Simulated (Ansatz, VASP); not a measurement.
# InSb: VASP beside Ansatz, part 2 of 2

Aim: how closely do two programs agree when they are given the same cell, functional and k mesh? The cell is taken from a series of VASP runs on this material, whose earlier steps may have relaxed, scaled or displaced it; both programs get it as it stands.

VASP 6.6.1 and Ansatz 0.2.0.

So far: The starting structure; Ansatz: zone-centre phonons, PBEsol; VASP: zone-centre phonons, PBEsol; Side by side.

**5. VASP: zone-centre phonons, PBEsol with D3(BJ)**

Level of this step: PBEsol with D3(BJ); plane waves and PAW (Sb, In_d) (VASP).

Second derivatives magnify differences that forces hide, and they need a tight electronic threshold. The cell compared in this pair holds 66.96 Å³, against 69.34 Å³ for the pair before.

Contents of INCAR:

```
SYSTEM = InSb
PREC = Accurate
ENCUT = 450
EDIFF = 1E-08
NELM = 100
ISMEAR = 1
SIGMA = 0.15
LREAL = .FALSE.
ALGO = Normal
GGA = PS
IVDW = 12
NBANDS = 15
LORBIT = 11
LWAVE = .FALSE.
LCHARG = .FALSE.
KPAR = 2
IBRION = 6
NFREE = 2
POTIM = 0.015
NSW = 1
ISIF = 2
```

Contents of POSCAR:

```
InSb
1.0
    0.0000000000      3.2229646840      3.2229646840
    3.2229646840      0.0000000000      3.2229646840
    3.2229646840      3.2229646840      0.0000000000
Sb In
1 1
Direct
    0.7500000000      0.7500000000      0.7500000000
    0.0000000000      0.0000000000      0.0000000000
```

Contents of KPOINTS:

```
Automatic mesh
0
Gamma
10 10 10
0 0 0
```

PAW data sets: Sb and In_d (PBE family, release 64).

Launch:

```sh
> mpirun -np 2 vasp_std
```

Numbers of over 12 decimals in the logs are rounded to 6 here.

The log of the run:

```text
[banner, memory and clock lines left out]
running    2 mpi-ranks, on    1 nodes
[...]
[... a notice as in an earlier step ...]

 LDA part: xc-table for (Slater+PW92), standard interpolation
 POSCAR, INCAR and KPOINTS ok, starting setup
[...]
entering main loop
       N       E                     dE             d eps       ncg     rms          rms(c)
DAV:   1     0.107699061242E+03    0.10770E+03   -0.72549E+03  1410   0.107E+03
DAV:   2    -0.117605065629E+01   -0.10888E+03   -0.10544E+03  1564   0.272E+02
DAV:   3    -0.764977817311E+01   -0.64737E+01   -0.64358E+01  1823   0.725E+01
DAV:   4    -0.782828189672E+01   -0.17850E+00   -0.17845E+00  1797   0.139E+01
[...]
DAV:  13    -0.768708935539E+01    0.19480E-06   -0.45818E-07  1620   0.514E-03    0.310E-03
DAV:  14    -0.768708933114E+01    0.24248E-07   -0.30216E-08  1943   0.904E-04    0.723E-04
DAV:  15    -0.768708933362E+01   -0.24831E-08   -0.35050E-09  1146   0.426E-04
   1 F= -.83765070E+01 E0= -.83766096E+01  d E =0.307813E-03
[... from here on, the cycles between the ionic steps are left out ...]
   2 F= -.83757132E+01 E0= -.83758146E+01  d E =0.304177E-03
   3 F= -.83757133E+01 E0= -.83758147E+01  d E =0.304179E-03
   4 F= -.83757092E+01 E0= -.83758106E+01  d E =0.304180E-03
   5 F= -.83757092E+01 E0= -.83758106E+01  d E =0.304182E-03
 Finite differences progress:
  Degree of freedom:   2/  2
  Displacement:        2/  2
  Total:               4/  4
```

From OUTCAR (step 5):

```text
 Edisp (eV)   -0.68942

 Edisp (eV)   -0.68942

  Total      -0.00009     0.00190     0.00190     0.00000     0.12801     0.00000
  in kB      -0.00215     0.04544     0.04544     0.00000     3.06306     0.00000
  external pressure =        0.03 kB  Pullay stress =        0.00 kB

 POSITION                                       TOTAL-FORCE (eV/Angst)
 -----------------------------------------------------------------------------------
      4.83445      4.83445      4.83445        -0.106179      0.000000      0.000000
     -0.01500      0.00000      0.00000         0.106179      0.000000      0.000000
 -----------------------------------------------------------------------------------
    total drift:                                0.000368     -0.000000     -0.000000

  FREE ENERGIE OF THE ION-ELECTRON SYSTEM (eV)
  ---------------------------------------------------
  free  energy   TOTEN  =        -8.3757092155 eV

  energy  without entropy=       -8.3760133971  energy(sigma->0) =       -8.37581061

[... 1 part as in an earlier step ...]

[... 2 further parts left out ...]
[key lines of the parts left out:]
E-fermi :   5.1232
```

The last energy, forces, stress and levels in OUTCAR belong to the last displaced cell, not to the cell of POSCAR.

**6. Ansatz: zone-centre phonons, PBEsol with D3(BJ)**

The same cell, functional, mesh and smearing now go to Ansatz, which takes its cutoff from its data sets.

The cell is taken from a series of VASP runs on this material, whose earlier steps may have relaxed, scaled or displaced it; both programs get it as it stands.

Contents of input.yaml:

```yaml
crystal:
  lattice:
    - [0.0, 3.222964684, 3.222964684]
    - [3.222964684, 0.0, 3.222964684]
    - [3.222964684, 3.222964684, 0.0]
  atoms:
    - { symbol: Sb, position: [0.75, 0.75, 0.75] }
    - { symbol: In, position: [0.0, 0.0, 0.0] }
hamiltonian:
  xc: pbesol
  pseudopotentials: { kind: paw }
  dispersion: d3bj
kpoints:
  mp_grid: { grid: [10, 10, 10] }
scf:
  occupations: { method: methfessel_paxton, width: 0.15 }
phonons:
  method: dfpt
  qpoints: [[0, 0, 0]]
```

Launch:

```sh
> ansatz run input.yaml --threads 4 --pin off --max-ram 9216MiB --backend cpu --events-out ev --progress --plain --runs-dir out
```

The log of the run:

```text
[...]
Crystal: 2 atoms, lattice volume = 66.957 Å³
Basis set: ecut = 420 eV, 1363 PW (Γ), exchange–correlation on 64×64×64 points (8 copies of the dense FFT grid, shifted against one another)
Bands: 18, of which v1, the nominal top of the filled ones, is band 14 counted from 1 (13 counted from 0)
Symmetry: 24 space group operations
k-points: 102 of 1000 (irreducible under 8 space group operations, time reversal used)
[...]
pairwise dispersion correction: d3bj (s6 = 1.0, s8 = 2.9491, a1 = 0.4466, a2_bohr = 6.1742), with the weights of each atom's references fixed at the reference crystal's, and the forces and stress that the weights' published response gives there kept as a pressure on the atom's counted neighbours (hamiltonian.dispersion)
  ASR residual per site (eV/Å²): 2.50e-5 5.37e-5
  Γ frequencies (cm⁻¹): 0.00 0.00 0.00 179.59 179.59 179.59
[...]
--- Phonons (arbitrary-q DFPT): 1 explicit q-point ---
[...]
[key lines of the parts left out:]
SCF converged after 9 iterations
Free energy (F): -11934.327320 eV
Fermi energy:    7.427540 eV
```

Wall time 12 s (4 threads of Arm Neoverse V1, shared host); peak memory 0.71 GiB; 43 s of CPU time.

**7. Comparison**

What differs besides the data sets and the points named for the pairs above, as far as they apply: Ansatz takes the dispersion share of the force constants at frozen C6 weights, VASP differentiates the full forces; VASP uses finite displacements, Ansatz perturbation theory. Total energies have different zeros and are not compared.

Both answers:

| quantity | Ansatz | VASP | difference |
| --- | --- | --- | --- |
| optical mode 1 to 3 (cm⁻¹) | 179.6 | 180.4 | -0.44 % |

Modes are paired by rising frequency and degeneracy, not by their patterns, so a pair may still set unlike modes beside each other.

**8. Outcome**

* r.m.s. difference of the optical zone-centre modes, each program's sorted by frequency (zone-centre phonons, PBEsol): 0.89 cm⁻¹
* difference in optical mode 1 to 3 (zone-centre phonons, PBEsol): -0.5 %
* r.m.s. difference of the optical zone-centre modes, each program's sorted by frequency (zone-centre phonons, PBEsol with D3(BJ)): 0.80 cm⁻¹

What this shows: The r.m.s. difference of the optical zone-centre modes, each program's sorted by frequency is 0.89 cm⁻¹ (zone-centre phonons, PBEsol). Among the rows given in per cent, the largest difference of the zone-centre phonons, PBEsol pair is in optical mode 1 to 3, -0.5 %. How closely two codes agree says nothing of how well the functional describes the real material.

[Lines on the potential files, build, host, timing and source positions are cut from VASP's logs without a mark.]

[Logs are printed without paths, hosts, clocks, repeated set-up lines and the standing remarks that a program may print on its own settings, such as how far it seeks lower states.]

[Hosts, paths, dates, database ids (printed as entryN), source tags and the programs' standing remarks are cut or masked in the printed files.]
